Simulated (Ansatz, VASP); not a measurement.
## Two plane-wave programs on Cu

```xyz
1
Lattice="0.0000 1.7594 1.7594 1.7594 0.0000 1.7594 1.7594 1.7594 0.0000" Properties=species:S:1:pos:R:3 pbc="T T T"
Cu    0.0000    0.0000    0.0000
```

Alike in both runs: functional LDA; k mesh 20 × 20 × 20; occupations fermi-dirac, width 0.15 eV; no spin polarisation.

Ansatz relaxed the structure, and its values are those at the end. VASP's run is a single point on that final structure, the one shown.

```csv
,VASP,Ansatz
version,VASP 6.6.1,Ansatz 0.2.0
potentials or method,"VASP PAW LDA potentials, release 64 (Cu)","scalar-relativistic, plane waves, PAW"
plane-wave cutoff (eV),520,420
valence electrons in the cell,11,19
```

VASP gave:

| Property | Result |
| --- | --- |
| gap on the k mesh at the Fermi level (eV) | none |
| pressure (GPa) | 1.1 |

What did Ansatz give for the same quantities?

gap on the k mesh at the Fermi level (eV): none; pressure (GPa): 0.0.

A gap of «none» marks a metal or a gap that the smearing closes. The two sets of potentials don't hold the same shells in valence.
